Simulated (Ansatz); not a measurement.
**How far is PAW off for In?**

```
In
1.0
     1.70303    0.98324    8.20746
    -1.70303    0.98324    8.20746
     0.00000   -1.96649    8.20746
In
3
Direct
  0.00000 0.00000 0.00000
  0.77801 0.77801 0.77801
  0.22199 0.22199 0.22199
```

Atom numbers follow the list: In1, In2, In3.

Conventional cell: a = 3.406 Å, b = 3.406 Å, c = 24.622 Å, α = 90.00°, β = 90.00°, γ = 120.00°. Around In (atom 1) lie 12 In at 3.37 to 3.41 Å. Around In (atom 2) lie 12 In at 3.36 to 3.41 Å.

Structure from Materials Project entry mp-1184502 (possibly hypothetical), not relaxed further. The listed cell was then made from it by scaling, straining or moving an atom.

No spin–orbit coupling, which matters for the heavy atoms here.

Methods: DFT, PBE, PAW with Ansatz's default frozen-core files, scalar-relativistic (Ansatz 0.2.0); DFT, PBE, all-electron PAW with datasets made for the crystal, scalar-relativistic (Ansatz 0.2.0); DFT, PBE, all-electron LAPW, scalar-relativistic (Ansatz 0.2.0).

For PAW: a Γ-centred 14×14×14 k mesh, Fermi–Dirac smearing of 0.05 eV, cutoff 420 eV, no spin polarisation. The crystal-made all-electron datasets (AE datasets) take a cutoff of 240 eV at this cell. LAPW targets a basis error of 0.5 meV/atom. The Ansatz runs share mesh, smearing and spin set-up. Plane-wave (PAW) pressures include the program's estimate of the Pulay term.

Stress and pressure are positive in compression.

The change that made this cell: equal xx and yy strain of +2 %.

Spin–orbit coupling is left out, which moves gradients at and beside heavy atoms by some per cent and at worst by a factor of two.

In a metal, gradients converge slowly with the k mesh: the values move by tens of per cent from one mesh to another, at times in sign, so only the comparison on one mesh counts.

| quantity | PAW | AE datasets | LAPW |
| --- | --- | --- | --- |
| pressure (GPa) | 0.18 | 0.18 | 0.18 |
| stress xx (GPa) | 0.02 | 0.03 | 0.03 |
| stress zz (GPa) | 0.48 | 0.48 | 0.48 |
| field gradient Vzz at In2 (10²¹ V/m²) | -1.07 | -1.08 | – |

PAW's pressure differs from the LAPW value by about 0.01 GPa or less.
